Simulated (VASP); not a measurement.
# ZnSn2N2 (P-4m2) in VASP: a series of runs

One crystal, ZnSn2N2, is run at these levels: PBE; tasks: single point.

All numbers are computed with VASP 6.6.1; they aren't measurements. Logs are shortened: lines on timing, memory, paths and dates and some standing lists are left out, and cuts for length are marked.

## 1. Starting point

It takes space group P-4m2 (No. 115, tetragonal). Conventional cell: a = 3.352 Å, b = 3.352 Å, c = 8.064 Å, α = 90.00°, β = 90.00°, γ = 90.00°. Around Sn (site symmetry 2mm) lie 2 N at 2.12 Å. Around Zn (site symmetry -4m2) lie 4 N at 2.05 Å. N (site symmetry 2mm) has 2 Zn at 2.05 Å and 2 Sn at 2.12 Å as nearest neighbours.

The cell comes from a database or a generator and needn't be the stable form of this composition.

## 2. Single point, PBE

INCAR reads:

```
PREC = Accurate
ENCUT = 400
EDIFF = 1E-7
ISMEAR = 0
SIGMA = 0.05
LREAL = False
LASPH = True
NELM = 100
ALGO = Normal
ISIF = 2
LWAVE = False
LCHARG = False
GGA = PE
NBANDS = 33
ADDGRID = False
```

KPOINTS reads:

```
Automatic mesh
0
Gamma
  12 12 5
```

POSCAR reads:

```
ZnSn2N2
1.0
    3.3523260000      0.0000000000      0.0000000000
    0.0000000000      3.3523260000      0.0000000000
    0.0000000000      0.0000000000      8.0642090000
Sn Zn N
2 1 2
Direct
    0.5000000000      0.5000000000      0.3058270000
    0.5000000000      0.5000000000      0.6941730000
    0.0000000000      0.0000000000      0.0000000000
    0.0000000000      0.5000000000      0.8541900000
    0.5000000000      0.0000000000      0.1458100000
```

Potentials or basis: VASP PAW PBE potentials, release 64 (Sn_d, Zn, N).

The run is started by

```console
cat potpaw_PBE.64/Sn_d/POTCAR potpaw_PBE.64/Zn/POTCAR potpaw_PBE.64/N/POTCAR > POTCAR
mpirun -np 1 vasp_std > vasp.out
```

OUTCAR:

```text
PREC = Accurate
   ENCUT = 400
   EDIFF = 1E-7
   ISMEAR = 0
   LREAL = False
   LASPH = True
   NELM = 100
   ISIF = 2
   GGA = PE

 Found     84 irreducible k-points:

 Following reciprocal coordinates:
            Coordinates               Weight
  0.000000  0.000000  0.000000      1.000000
  0.083333  0.000000  0.000000      4.000000
  0.166667  0.000000  0.000000      4.000000
  0.250000  0.000000  0.000000      4.000000
  0.333333  0.000000  0.000000      4.000000
  0.416667  0.000000  0.000000      4.000000
   k-points           NKPTS =     84   k-points in BZ     NKDIM =     84   number of bands    NBANDS=     33
   number of dos      NEDOS =    301   number of ions     NIONS =      5
   total plane-waves  NPLWV =  31104
   dimension x,y,z NGX =    24 NGY =   24 NGZ =   54
   dimension x,y,z NGXF=    48 NGYF=   48 NGZF=  108
   ions per type =               2   1   2
   NGX,Y,Z   is equivalent  to a cutoff of  11.90, 11.90, 11.13 a.u.
   NGXF,Y,Z  is equivalent  to a cutoff of  23.80, 23.80, 22.26 a.u.
 SYSTEM =  unknown system
   PREC   = accura    normal or accurate (medium, high low for compatibility)
   ISTART =      0    job   : 0-new  1-cont  2-samecut
   ICHARG =      2    charge: 1-file 2-atom 10-const
   ISPIN  =      1    spin polarized calculation?
   LNONCOLLINEAR =      F non collinear calculations
   LSORBIT =      F    spin-orbit coupling
   LASPH  =      T    aspherical Exc in radial PAW
   ENCUT  =  400.0 eV  29.40 Ry    5.42 a.u.   5.47  5.47 13.15*2*pi/ulx,y,z
   NELM   =    100;   NELMIN=  2; NELMDL= -5     # of ELM steps
   EDIFF  = 0.1E-06   stopping-criterion for ELM
   LREAL  =      F    real-space projection
   EDIFFG = 0.1E-05   stopping-criterion for IOM
   NSW    =      0    number of steps for IOM
   IBRION =     -1    ionic relax: 0-MD 1-quasi-New 2-CG
   NFREE  =      0    steps in history (QN), initial steepest desc. (CG)
   ISIF   =      2    stress and relaxation
   ISYM   =      2    0-nonsym 1-usesym 2-fastsym
   POTIM  = 0.5000    time-step for ionic-motion
   TEBEG  =    0.0;   TEEND  =   0.0 temperature during run
   PSTRESS=    0.0 pullay stress
   NELECT =      50.0000    total number of electrons
   NUPDOWN=      -1.0000    fix difference up-down
   EMIN   =  10.00;   EMAX   =-10.00  energy-range for DOS
   EFERMI =   0.00;   METHOD = LEGACY
   ISMEAR =     0;   SIGMA  =   0.05  broadening in eV -4-tet -1-fermi 0-gaus
   EFERMI_NEDOS =   21; number of points for ismear=-14 and -15
   IALGO  =     38    algorithm
   IMIX   =      4    mixing-type and parameters
     AMIX     =   0.40;   BMIX     =  1.00
     AMIX_MAG =   1.60;   BMIX_MAG =  1.00
  volume/ion in A,a.u.               =      18.13       122.32
  Fermi-wavevector in a.u.,A,eV,Ry     =   1.342703  2.537341 24.529295  1.802852
  Thomas-Fermi vector in A             =   2.470836
   LORBIT       =      0    0 simple, 1 ext, 2 COOP (PROOUT), +10 PAW based schemes
   GGA     = PE    functional components
   LHFCALC =     F    Hartree Fock is set to
   AEXX    =    0.0000 exact exchange contribution
   IVDW    =     0    specifies the selected vdW correction
   LEPSILON=     F    determine dielectric tensor
   LRPA    =     F    only Hartree local field effects (RPA)
 non-spin polarized calculation
 Gauss-broadening in eV      SIGMA  =   0.05
  energy-cutoff  :      400.00
  volume of cell :       90.63
 maximum number of plane-waves:      1670
 NGX is ok and might be reduce to    24
   NGX = 11   NGY = 11   NGZ = 27

 number of electron      49.9999953 magnetization

 Free energy of the ion-electron system (eV)
  ---------------------------------------------------
  ext. energy  EPLUGINS =         0.00000000
  ---------------------------------------------------
  free energy    TOTEN  =       -24.17360474 eV

  energy without entropy =      -24.17011741  energy(sigma->0) =      -24.17186107

 E-fermi :   5.4171     XC(G=0): -10.2201

 val. band max:        5.4102032020   @ k =   0.3333   0.0000   0.4000
 cond. band min:       5.4361074011   @ k =   0.3333   0.0833   0.4000
 fundamental gap:      0.0259041991
 Fermi energy:         5.4171438669

 k-point     1 :       0.0000    0.0000    0.0000
  band No.  band energies     occupation
      1     -16.0416      2.00000
      2     -16.0410      2.00000
      3     -15.8985      2.00000
      4     -15.8344      2.00000
      5     -15.8344      2.00000
      6     -15.7876      2.00000
[... 25 lines left out ...]
     32      12.9962      0.00000
     33      13.1558      0.00000

 k-point     2 :       0.0833    0.0000    0.0000
  band No.  band energies     occupation
      1     -16.0338      2.00000
      2     -16.0335      2.00000
      3     -15.8959      2.00000
      4     -15.8416      2.00000
      5     -15.8340      2.00000
      6     -15.7927      2.00000
[... 25 lines left out ...]
     32      13.0388      0.00000
     33      13.5378      0.00000

 k-point     3 :       0.1667    0.0000    0.0000
  band No.  band energies     occupation
      1     -16.0157      2.00000
      2     -16.0130      2.00000
      3     -15.8932      2.00000
      4     -15.8558      2.00000
      5     -15.8329      2.00000
      6     -15.8047      2.00000
[... 25 lines left out ...]
     32      13.1663      0.00000
     33      13.9209      0.00000

 k-point     4 :       0.2500    0.0000    0.0000
  band No.  band energies     occupation
      1     -15.9982      2.00000
      2     -15.9866      2.00000
      3     -15.9104      2.00000
      4     -15.8504      2.00000
      5     -15.8315      2.00000
      6     -15.8189      2.00000
[... 25 lines left out ...]
     32      13.3857      0.00000
     33      14.2348      0.00000

 k-point     5 :       0.3333    0.0000    0.0000
  band No.  band energies     occupation
      1     -15.9918      2.00000
      2     -15.9630      2.00000
      3     -15.9323      2.00000
      4     -15.8382      2.00000
      5     -15.8300      2.00000
      6     -15.8256      2.00000
[... 25 lines left out ...]
     32      13.6983      0.00000
     33      14.0408      0.00000

 k-point     6 :       0.4167    0.0000    0.0000
  band No.  band energies     occupation
      1     -15.9985      2.00000
      2     -15.9507      2.00000
      3     -15.9373      2.00000
      4     -15.8451      2.00000
      5     -15.8289      2.00000
      6     -15.8122      2.00000
[... 25 lines left out ...]
     32      13.7313      0.00000
     33      13.7991      0.00000

 [... further k-points ...]
[... 5 lines left out ...]
  --------------------------------------------------------------------------------------
  -------------------------------------------------------------------------------------
  Total       -1.0022545     -1.0022545     -0.9515832      0.0000000      0.0000000      0.0000000
  in kB      -17.7188011    -17.7188011    -16.8229867      0.0000000      0.0000000      0.0000000
  external PRESSURE =     -17.4201963 kB  Pullay stress =       0.0000000 kB

 VOLUME and BASIS-vectors are now :
 -----------------------------------------------------------------------------
  energy-cutoff  :      400.00
  volume of cell :       90.63
      direct lattice vectors                 reciprocal lattice vectors
     3.352326000  0.000000000  0.000000000     0.298300344  0.000000000  0.000000000
     0.000000000  3.352326000  0.000000000     0.000000000  0.298300344  0.000000000
     0.000000000  0.000000000  8.064209000     0.000000000  0.000000000  0.124004723

 POSITION                                       TOTAL-FORCE (eV/Angst)
 -----------------------------------------------------------------------------------
      1.67616      1.67616      2.46625         0.000000      0.000000     -0.045748
      1.67616      1.67616      5.59796         0.000000     -0.000000      0.045748
      0.00000      0.00000      0.00000         0.000000      0.000000      0.000000
      0.00000      1.67616      6.88837        -0.000000      0.000000      0.001442
      1.67616      0.00000      1.17584         0.000000      0.000000     -0.001442
 -----------------------------------------------------------------------------------
    total drift:                                0.000000     -0.000000      0.000000

  FREE ENERGIE OF THE ION-ELECTRON SYSTEM (eV)
  ---------------------------------------------------
  free  energy   TOTEN  =       -24.1736047373 eV

  energy  without entropy=      -24.1701174094  energy(sigma->0) =      -24.17186107
```

Wall time 2.5 min (1 thread of Intel Xeon Platinum 8259CL at 2.50GHz (Skylake/Cascade Lake), shared host); peak memory 0.28 GiB.

The run converged, but some of its settings lie outside the range that counts as converged, so its numbers aren't taken as properties of the crystal.

Results:

- Free energy: -24.1736 eV
- Largest force: 0.046 eV/Å
- Band gap on the k mesh: none (metal or under the smearing width)

Caveat: the cutoff is under 1.25 times the usual one of these potentials, so pressure, stress and relaxed cells hold a basis-set (Pulay) error.

## 3. Single point, PBE

INCAR reads:

```
SYSTEM = ZnSn2N2
  ADDGRID = .False.
  ALGO = Normal
  EDIFF = 1E-7
  ENCUT = 500
  GGA = PE
  ISIF = 2
  ISMEAR = 0
  LASPH = .True.
  LCHARG = .False.
  LREAL = .False.
  LWAVE = .False.
  NELM = 100
  PREC = Accurate
  SIGMA = 0.05
```

KPOINTS reads:

```
k-points
0
Gamma
  6 6 3
  0 0 0
```

POSCAR is that of step 2.

Potentials or basis: VASP PAW PBE potentials, release 64 (Sn_d, Zn, N).

The run is started by

```console
cat potpaw_PBE.64/Sn_d/POTCAR potpaw_PBE.64/Zn/POTCAR potpaw_PBE.64/N/POTCAR > POTCAR
mpirun -np 1 vasp_std > vasp.out
```

Wall time 22 s (1 thread of Intel Xeon 6975P-C (Granite Rapids), shared host); peak memory 0.2 GiB.

The run converged, but some of its settings lie outside the range that counts as converged, so its numbers aren't taken as properties of the crystal.

What came out:

- Free energy: -24.1308 eV
- Pressure: 0.0 GPa
- Largest force: 0.116 eV/Å
- Band gap on the k mesh: none (metal or under the smearing width)

## 4. Single point, PBE

Edit INCAR of step 3 so:

```diff
@@ -4,3 +4,3 @@
   EDIFF = 1E-7
-  ENCUT = 500
+  ENCUT = 600
   GGA = PE
```

KPOINTS reads:

```
k-points
0
Gamma
  10 10 4
  0 0 0
```

POSCAR is that of step 3.

The run is started by

```console
cat potpaw_PBE.64/Sn_d/POTCAR potpaw_PBE.64/Zn/POTCAR potpaw_PBE.64/N/POTCAR > POTCAR
mpirun -np 1 vasp_std > vasp.out
```

Wall time 1.7 min (1 thread of Intel Xeon 6975P-C (Granite Rapids), shared host); peak memory 0.35 GiB.

The run converged, but some of its settings lie outside the range that counts as converged, so its numbers aren't taken as properties of the crystal.

Results:

```yaml
Free_energy: -24.1819 eV
Pressure: -0.3 GPa
Largest_force: 0.018 eV/Å
Band_gap_on_the_k_mesh: none (metal or under the smearing width)
```
